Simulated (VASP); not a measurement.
# BP (F-43m) in VASP: a series of runs

The runs below take BP through relaxation of the atoms, with PBE.

All numbers are computed with VASP 6.6.1; they aren't measurements. Logs are shortened: lines on timing, memory, paths and dates and some standing lists are left out, and cuts for length are marked.

### Step 1. The undisturbed crystal

The structure is cubic, space group F-43m (No. 216). The conventional cell has a = 4.538 Å, b = 4.538 Å, c = 4.538 Å, α = 90.00°, β = 90.00°, γ = 90.00°. B (site symmetry -43m) has 4 P at 1.97 Å as nearest neighbours. P (site symmetry -43m) has 4 B at 1.97 Å as nearest neighbours.

### Step 2. Relaxation of the atoms, PBE (a relaxed cell with its volume scaled by 0.94)

INCAR

```
  ALGO = Fast
  EDIFF = 1E-7
  EDIFFG = -0.01
  ENCUT = 600
  GGA = PE
  IBRION = 2
  ISIF = 2
  ISMEAR = 0
  LASPH = True
  LCHARG = False
  LREAL = False
  LWAVE = False
  NELM = 80
  NSW = 40
  PREC = Accurate
  SIGMA = 0.03
```

KPOINTS

```
k-points
0
Gamma
  10 10 10
```

POSCAR

```
BP                                      
1.0
    0.0000000000      2.2267297197      2.2267297197
    2.2267297197      0.0000000000      2.2267297197
    2.2267297197      2.2267297197      0.0000000000
  B               P             
     1     1
Direct
     0.0000000000000000    0.0000000000000000    0.0000000000000000
     0.2500000000000000    0.2500000000000000    0.2500000000000000
```

Potentials or basis: VASP PAW PBE potentials, release 64 (B, P).

Launch:

```console
$ cat potpaw_PBE.64/B/POTCAR potpaw_PBE.64/P/POTCAR > POTCAR
$ mpirun -np 1 vasp_std > vasp.out
```

OUTCAR:

```text
EDIFF = 1E-7
   EDIFFG = -0.01
   ENCUT = 600
   GGA = PE
   IBRION = 2
   ISIF = 2
   ISMEAR = 0
   LASPH = True
   LREAL = False
   NELM = 80
   NSW = 40
   PREC = Accurate

 ion  position               nearest neighbor table
   1  0.000  0.000  0.000-   2 1.93   2 1.93   2 1.93   2 1.93
   2  0.250  0.250  0.250-   1 1.93   1 1.93   1 1.93   1 1.93

  LATTYP: Found a face centered cubic cell.
 ALAT       =     4.4534594394

  Lattice vectors:

 A1 = (   0.0000000000,   2.2267297197,   2.2267297197)
 A2 = (   2.2267297197,   0.0000000000,   2.2267297197)
 A3 = (   2.2267297197,   2.2267297197,   0.0000000000)

Analysis of symmetry for initial positions (statically):
=====================================================================
 Subroutine PRICEL returns:
 Original cell was already a primitive cell.

 Routine SETGRP: Setting up the symmetry group for a
 face centered cubic supercell.

 Subroutine GETGRP returns: Found 24 space group operations
 (whereof 24 operations were pure point group operations)
 out of a pool of 48 trial point group operations.

The static configuration has the point symmetry T_d .

Analysis of symmetry for dynamics (positions and initial velocities):
=====================================================================
 Subroutine PRICEL returns:
 Original cell was already a primitive cell.

 Routine SETGRP: Setting up the symmetry group for a
 face centered cubic supercell.

 Subroutine GETGRP returns: Found 24 space group operations
 (whereof 24 operations were pure point group operations)
 out of a pool of 48 trial point group operations.

The dynamic configuration has the point symmetry T_d .

 Subroutine INISYM returns: Found 24 space group operations
 (whereof 24 operations are pure point group operations),
 and found     1 'primitive' translations

----------------------------------------------------------------------------------------

                                     Primitive cell

  volume of cell :      22.0817

  direct lattice vectors                    reciprocal lattice vectors
     0.000000000  2.226729720  2.226729720    -0.224544540  0.224544540  0.224544540
     2.226729720  0.000000000  2.226729720     0.224544540 -0.224544540  0.224544540
     2.226729720  2.226729720  0.000000000     0.224544540  0.224544540 -0.224544540

  length of vectors
     3.149071369  3.149071369  3.149071369     0.388922551  0.388922551  0.388922551

  position of ions in fractional coordinates (direct lattice)
     0.000000000  0.000000000  0.000000000
     0.250000000  0.250000000  0.250000000

  ion indices of the primitive-cell ions
   primitive index   ion index
                 1           1
                 2           2

----------------------------------------------------------------------------------------

 KPOINTS: k-points

Automatic generation of k-mesh.
 Grid dimensions read from file:
 generate k-points for:   10   10   10

 Generating k-lattice:

  Cartesian coordinates                     Fractional coordinates (reciprocal lattice)
    -0.022454454  0.022454454  0.022454454     0.100000000  0.000000000  0.000000000
     0.022454454 -0.022454454  0.022454454     0.000000000  0.100000000  0.000000000
     0.022454454  0.022454454 -0.022454454     0.000000000  0.000000000  0.100000000

  Length of vectors
     0.038892255  0.038892255  0.038892255

  Shift w.r.t. Gamma in fractional coordinates (k-lattice)
     0.000000000  0.000000000  0.000000000

 Subroutine IBZKPT returns following result:
 ===========================================

 Found     47 irreducible k-points:

 Following reciprocal coordinates:
            Coordinates               Weight
  0.000000  0.000000  0.000000      1.000000
  0.100000  0.000000  0.000000      8.000000
  0.200000  0.000000  0.000000      8.000000
  0.300000  0.000000  0.000000      8.000000
  0.400000  0.000000  0.000000      8.000000
  0.500000  0.000000  0.000000      4.000000
[... 16 lines left out ...]
  0.300000  0.300000  0.000000      6.000000
  0.400000  0.300000  0.000000     24.000000
 [... further k-points ...]
   k-points           NKPTS =     47   k-points in BZ     NKDIM =     47   number of bands    NBANDS=      8
   number of dos      NEDOS =    301   number of ions     NIONS =      2
   total plane-waves  NPLWV =  21952
   dimension x,y,z NGX =    28 NGY =   28 NGZ =   28
   dimension x,y,z NGXF=    56 NGYF=   56 NGZF=   56
   ions per type =               1   1
   NGX,Y,Z   is equivalent  to a cutoff of  14.78, 14.78, 14.78 a.u.
   NGXF,Y,Z  is equivalent  to a cutoff of  29.56, 29.56, 29.56 a.u.
 SYSTEM =  unknown system
   PREC   = accura    normal or accurate (medium, high low for compatibility)
   ISTART =      0    job   : 0-new  1-cont  2-samecut
   ICHARG =      2    charge: 1-file 2-atom 10-const
   ISPIN  =      1    spin polarized calculation?
   LNONCOLLINEAR =      F non collinear calculations
   LSORBIT =      F    spin-orbit coupling
   LASPH  =      T    aspherical Exc in radial PAW
   ENCUT  =  600.0 eV  44.10 Ry    6.64 a.u.   6.29  6.29  6.29*2*pi/ulx,y,z
   NELM   =     80;   NELMIN=  2; NELMDL= -5     # of ELM steps
   EDIFF  = 0.1E-06   stopping-criterion for ELM
   LREAL  =      F    real-space projection
   EDIFFG = -.1E-01   stopping-criterion for IOM
   NSW    =     40    number of steps for IOM
   IBRION =      2    ionic relax: 0-MD 1-quasi-New 2-CG
   NFREE  =      1    steps in history (QN), initial steepest desc. (CG)
   ISIF   =      2    stress and relaxation
   ISYM   =      2    0-nonsym 1-usesym 2-fastsym
   POTIM  = 0.5000    time-step for ionic-motion
   TEBEG  =    0.0;   TEEND  =   0.0 temperature during run
   PSTRESS=    0.0 pullay stress
   NELECT =       8.0000    total number of electrons
   NUPDOWN=      -1.0000    fix difference up-down
   EMIN   =  10.00;   EMAX   =-10.00  energy-range for DOS
   EFERMI =   0.00;   METHOD = LEGACY
   ISMEAR =     0;   SIGMA  =   0.03  broadening in eV -4-tet -1-fermi 0-gaus
   EFERMI_NEDOS =   21; number of points for ismear=-14 and -15
   IALGO  =     68    algorithm
   IMIX   =      4    mixing-type and parameters
     AMIX     =   0.40;   BMIX     =  1.00
     AMIX_MAG =   1.60;   BMIX_MAG =  1.00
  volume/ion in A,a.u.               =      11.04        74.51
  Fermi-wavevector in a.u.,A,eV,Ry     =   1.167062  2.205428 18.531599  1.362034
  Thomas-Fermi vector in A             =   2.303567
   LORBIT       =      0    0 simple, 1 ext, 2 COOP (PROOUT), +10 PAW based schemes
   GGA     = PE    functional components
   LHFCALC =     F    Hartree Fock is set to
   AEXX    =    0.0000 exact exchange contribution
   IVDW    =     0    specifies the selected vdW correction
   LEPSILON=     F    determine dielectric tensor
   LRPA    =     F    only Hartree local field effects (RPA)
 conjugate gradient relaxation of ions
 non-spin polarized calculation
 RMM-DIIS sequential band-by-band and
 Gauss-broadening in eV      SIGMA  =   0.03
  energy-cutoff  :      600.00
  volume of cell :       22.08
 maximum number of plane-waves:       754
 NGX is ok and might be reduce to    28
   NGX = 13   NGY = 13   NGZ = 13

 number of electron       8.0000000 magnetization

 Free energy of the ion-electron system (eV)
  ---------------------------------------------------
  ext. energy  EPLUGINS =         0.00000000
  ---------------------------------------------------
  free energy    TOTEN  =       -12.88473443 eV

  energy without entropy =      -12.88473443  energy(sigma->0) =      -12.88473443

 E-fermi :   8.2437     XC(G=0): -11.1516

 val. band max:        8.1124175698   @ k =   0.0000   0.0000   0.0000
 cond. band min:       9.2734135564   @ k =   0.4000   0.4000   0.0000
 fundamental gap:      1.1609959866
 Fermi energy:         8.2437179537

 k-point     1 :       0.0000    0.0000    0.0000
  band No.  band energies     occupation
      1      -7.8595      2.00000
      2       8.1124      2.00000
      3       8.1124      2.00000
      4       8.1124      2.00000
      5      11.6030      0.00000
      6      11.6030      0.00000
      7      11.6030      0.00000
      8      16.3611      0.00000

 k-point     2 :       0.1000    0.0000    0.0000
  band No.  band energies     occupation
      1      -7.6708      2.00000
      2       6.7692      2.00000
      3       7.8033      2.00000
      4       7.8033      2.00000
      5      12.0316      0.00000
      6      12.0316      0.00000
      7      12.0944      0.00000
      8      16.8207      0.00000

 k-point     3 :       0.2000    0.0000    0.0000
  band No.  band energies     occupation
      1      -7.1112      2.00000
      2       4.3427      2.00000
      3       7.2209      2.00000
      4       7.2209      2.00000
      5      12.3899      0.00000
      6      12.7720      0.00000
      7      12.7720      0.00000
      8      17.8162      0.00000

 k-point     4 :       0.3000    0.0000    0.0000
  band No.  band energies     occupation
      1      -6.2088      2.00000
      2       1.8850      2.00000
      3       6.7145      2.00000
      4       6.7145      2.00000
      5      12.3577      0.00000
      6      13.0701      0.00000
      7      13.0701      0.00000
      8      18.4788      0.00000

 k-point     5 :       0.4000    0.0000    0.0000
  band No.  band energies     occupation
      1      -5.0710      2.00000
      2      -0.2408      2.00000
      3       6.3951      2.00000
      4       6.3951      2.00000
      5      12.2722      0.00000
      6      12.9547      0.00000
      7      12.9547      0.00000
      8      18.5059      0.00000
[... 177 lines left out ...]
 k-point    22 :      -0.2000    0.2000    0.0000
  band No.  band energies     occupation
      1      -5.9029      2.00000
      2       2.7278      2.00000
      3       3.7199      2.00000
      4       6.8233      2.00000
      5      12.7236      0.00000
      6      13.5818      0.00000
      7      14.7514      0.00000
      8      16.8529      0.00000

 k-point    23 :       0.3000    0.3000    0.0000
  band No.  band energies     occupation
      1      -5.6410      2.00000
      2       3.2257      2.00000
      3       4.7266      2.00000
      4       4.7266      2.00000
      5       9.5946      0.00000
      6      11.9911      0.00000
      7      17.3397      0.00000
      8      17.3397      0.00000

 k-point    24 :       0.4000    0.3000    0.0000
  band No.  band energies     occupation
      1      -4.7696      2.00000
      2       1.8303      2.00000
      3       3.8520      2.00000
      4       4.4197      2.00000
      5       9.8794      0.00000
      6      11.7170      0.00000
      7      17.9623      0.00000
      8      18.0157      0.00000

 [... further k-points ...]

------------------------ aborting loop because EDIFF is reached ----------------------------------------

  FORCE on cell =-STRESS in cart. coord.  units (eV):
  Direction    XX          YY          ZZ          XY          YZ          ZX
  --------------------------------------------------------------------------------------
  -------------------------------------------------------------------------------------
  Total        1.5538126      1.5538126      1.5538126      0.0000000      0.0000000     -0.0000000
  in kB      112.7396585    112.7396585    112.7396585      0.0000000      0.0000000     -0.0000000
  external PRESSURE =     112.7396585 kB  Pullay stress =       0.0000000 kB

 VOLUME and BASIS-vectors are now :
 -----------------------------------------------------------------------------
  energy-cutoff  :      600.00
  volume of cell :       22.08
      direct lattice vectors                 reciprocal lattice vectors
     0.000000000  2.226729720  2.226729720    -0.224544540  0.224544540  0.224544540
     2.226729720  0.000000000  2.226729720     0.224544540 -0.224544540  0.224544540
     2.226729720  2.226729720  0.000000000     0.224544540  0.224544540 -0.224544540

 POSITION                                       TOTAL-FORCE (eV/Angst)
 -----------------------------------------------------------------------------------
      0.00000      0.00000      0.00000        -0.000000     -0.000000      0.000000
      1.11336      1.11336      1.11336         0.000000      0.000000     -0.000000
 -----------------------------------------------------------------------------------
    total drift:                               -0.000000     -0.000000     -0.000000

  FREE ENERGIE OF THE ION-ELECTRON SYSTEM (eV)
  ---------------------------------------------------
  free  energy   TOTEN  =       -12.8847344273 eV

  energy  without entropy=      -12.8847344273  energy(sigma->0) =      -12.88473443

 reached required accuracy - stopping structural energy minimisation
```

It took 6.8 s on 1 thread of Intel Xeon 6975P-C (Granite Rapids), shared host; peak memory 0.15 GiB.

What came out:

| Item | Value |
| --- | --- |
| Free energy | -12.8847 eV |
| Pressure after relaxing | 11.3 GPa |
| Band gap on the k mesh | 1.16 eV, indirect (least direct gap 3.49 eV) |

Final structure:
```
CELL_PARAMETERS angstrom
0.00000 2.22673 2.22673
2.22673 0.00000 2.22673
2.22673 2.22673 0.00000
ATOMIC_POSITIONS crystal
B 0.00000 0.00000 0.00000
P 0.25000 0.25000 0.25000
```

Caveat: the relaxation stopped at its first step, so nothing moved.

(Part 1 of 2 ends here.)
